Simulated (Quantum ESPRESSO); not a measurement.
Ag:

```xyz
1
Lattice="0.0000 2.0427 2.0427 2.0427 0.0000 2.0427 2.0427 2.0427 0.0000" Properties=species:S:1:pos:R:3 pbc="T T T"
Ag    0.0000    0.0000    0.0000
```

- Program: Quantum ESPRESSO 7.5
- Task: single point
- Functional: PBEsol
- Potentials or basis: GBRV 1.5 PBEsol
- Cutoff: 762 eV
- Density cutoff: 6095 eV
- k mesh: 11 × 11 × 11
- Occupations: fermi-dirac, width 0.05 eV
- Spin: no spin polarisation

On this cell: pressure -3.2 GPa; band gap on the k mesh none (metal or under the smearing width).

The same run follows on a disturbed copy (cell strained at random at fixed volume):

```
CELL_PARAMETERS angstrom
-0.00622 2.03863 2.06720
2.01497 0.04695 2.01403
2.08560 2.05608 -0.02368
ATOMIC_POSITIONS crystal
Ag 0.00221 0.02855 0.98957
```

Q: What changes?

A: The energy (extrapolated to zero smearing) moves by +6.2 meV/atom; pressure -2.8 GPa; band gap on the k mesh none (metal or under the smearing width).

Stress tensor (GPa, compression positive):
```
-2.60 -1.73  1.42
-1.73 -2.84 -0.81
 1.42 -0.81 -2.91
```
